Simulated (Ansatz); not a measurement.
input.yaml (Ansatz)

```yaml
crystal:
  lattice:
    - [-3.2262309017, 2.8738934167, 1.4690834179]
    - [2.8738934167, -3.2262309017, 1.4690834179]
    - [2.8991445313, 2.8991445313, -2.1143901669]
  atoms:
    - { symbol: In, position: [0.991399491, 0.008600509, 0.0] }
    - { symbol: In, position: [0.758600509, 0.241399491, 0.5] }
hamiltonian:
  xc: r2scan
  pseudopotentials:
    kind: paw
    azcp:
      In: "pseudopotentials/In.paw.azcp"
basis:
  ecutwfc: 500
  fft_grid_basis: typed
kpoints:
  mp_grid: { grid: [15, 15, 9], shift: [0, 0, 0] }
magnetization:
  spin_polarized: false
scf:
  occupations: { method: fermi_dirac, width: 0.1 }
  lower_state_search: "off"
output:
  stress: true
```

Terminal output

```
Engine: ansatz 0.2.0, x86_64-unknown-linux-gnu
Pseudopotentials: kind: paw
Pseudopotential: In, paw, valence charge 13, recommended cutoff 500 eV (meta_gga) 
Functional definition: r2SCAN
  parameter k0 = 0.174
  parameter k1 = 0.065
  parameter a1 = 4.9479
  exchange = r2scan_x(k0 = k0, k1 = k1, a1 = a1)
  correlation = r2scan_c
Crystal: 2 atoms, lattice volume = 47.417 Å³
Basis set: ecut = 500 eV, 1203 PW (Γ), exchange–correlation on 144×144×144 points (64 copies of the dense FFT grid, shifted against one another)
Bands: 17, of which v1, the nominal top of the filled ones, is band 13 counted from 1 (12 counted from 0)
Symmetry: 4 space group operations
Space group: C2/c (ITA 15), of the structure as read, at distance tolerance 3.6e-5 Å
k-points: 544 of 2025
Non-local potential: In, projectors of the file, l = 0: 2, l = 1: 2, l = 2: 2, l = 3: 2
PAW form: soft (Blöchl's): semilocal exchange-correlation on the pseudo side does not see the compensation charge
PAW frozen core: In, regenerated for the run's functional (the file was generated under x = pbe(κ = 0.804, μ = 0.2195149727645171), c = pbe(β = 0.06672455060314922))
PAW one-centre angular grid: In, 590 points (default); XC on 289 of its mesh's 2783 points in the sphere
Initial density: superposition of atomic densities (neutral atoms: chi_scale 0, normalization atom), corrected by the library's trained network
Initial wavefunctions: pseudopotential atomic-orbital guess
Functional: x = r2scan, c = r2scan; τ floored in thin density (d = 2e-4 eV/Å³)
SCF iter   1: F=-11223.538205 eV  HF=-11223.526848 eV  |F-HF|=1.14e-2  |Δ(HF+E_count)|=         —  Δρ=8.46e-3  dr2=2.09e-2  dr2_τ=6.69e-3  ethr=1.77e-3  ⟨swp⟩=5.6  Hψ=49408  notcnv=0
SCF iter   2: F=-11223.546179 eV  HF=-11223.547682 eV  |F-HF|=1.50e-3  |Δ(HF+E_count)|=   2.08e-2  Δρ=3.53e-3  dr2=4.40e-3  dr2_τ=1.46e-4  ethr=8.04e-5  ⟨swp⟩=2.0  Hψ=23594  notcnv=0  defer=3
SCF iter   3: F=-11223.547459 eV  HF=-11223.547447 eV  |F-HF|=1.17e-5  |Δ(HF+E_count)|=   2.35e-4  Δρ=8.59e-4  dr2=4.19e-4  dr2_τ=6.41e-6  ethr=1.69e-5  ⟨swp⟩=2.2  Hψ=18376  notcnv=0  defer=3
SCF iter   4: F=-11223.547555 eV  HF=-11223.547542 eV  |F-HF|=1.25e-5  |Δ(HF+E_count)|=   9.47e-5  Δρ=3.04e-4  dr2=4.27e-5  dr2_τ=7.09e-7  ethr=1.61e-6  ⟨swp⟩=2.6  Hψ=18597  notcnv=0  defer=3
SCF iter   5: F=-11223.547563 eV  HF=-11223.547561 eV  |F-HF|=1.64e-6  |Δ(HF+E_count)|=   1.88e-5  Δρ=5.62e-5  dr2=1.94e-6  dr2_τ=1.34e-7  ethr=1.64e-7  ⟨swp⟩=3.0  Hψ=16596  notcnv=0  defer=3
SCF iter   6: F=-11223.547563 eV  HF=-11223.547563 eV  |F-HF|=1.36e-7  |Δ(HF+E_count)|=   1.93e-6  Δρ=2.09e-5  dr2=2.22e-7  dr2_τ=2.98e-8  ethr=7.47e-9  ⟨swp⟩=3.0  Hψ=16999  notcnv=0  defer=3
SCF iter   7: F=-11223.547563 eV  HF=-11223.547563 eV  |F-HF|=1.01e-8  |Δ(HF+E_count)|=   1.72e-7  Δρ=1.01e-5  dr2=4.40e-8  dr2_τ=7.55e-10  ethr=3.85e-10  ⟨swp⟩=5.0  Hψ=33915  notcnv=0
SCF 1 converged in 7 iterations: F = -11223.547563 eV  dr2 = 4.40e-8
SCF converged after 7 iterations
Free energy (F): -11223.547563 eV
Harris-Foulkes:  -11223.547563 eV  (|F-HF|=1.01e-8)
Internal energy: -11223.525546 eV  (E = F + TS)
E sigma→0 (E₀):  -11223.536554 eV
Entropy (-TS):   -0.022017 eV (-11.009 meV/atom)
Fermi energy:    11.687439 eV
--- Per-component energies (eV) ---
  E_band       = -30.696302
  E_kinetic    = 486.841208
  E_local      = -2080.884626  (includes V_loc(G=0)·N_el)
  E_nonlocal   = 733.262121
  E_hartree    = 825.415379
  E_xc         = -404.406422
  E_vxc        = -217.148279  (∫ρ·V_xc dr)
  E_paw        = -8364.493562  (= ΣΔE_a)
  E_vpaw       = -618.846572  (= ΣTr[D̂ρ^β])
  E_aug_tail   = 0.000015  (compensation charges beyond the density's cutoff)
  E_vtau       = 15.247291  (kinetic-family band-sum trace: ∫τ·v_τ [+ j·A + Jᵃ·Aᵃ] dr)
  E_ewald      = -2421.190751
  E_core_change = 1.931092  (= ΣΔE_core)
  E_smearing   = -0.022017  (= −TS)
  E_closure    = -0.000000  (closes the sum)
  Σ components = -11223.547563   (vs F -11223.547563, Δ=0.00e0)
--- Stress (GPa, compression-positive) ---
        7.149942      -0.453438      -0.302249
       -0.453438       7.149942      -0.302249
       -0.302249      -0.302249       7.955699
  P = ⅓ Tr σ = 7.4185 GPa (74.185 kbar)
```

Launched by

```sh
ansatz run input.yaml --threads 1 --pin off --max-ram 3584MiB --backend cpu --events-out ev --progress --plain --runs-dir out
```

On 1 thread of Intel(R) Xeon(R) Platinum 8259CL CPU @ 2.50GHz (Skylake/Cascade Lake) (shared host) this took about 70 s of wall time and 70 s of CPU time.
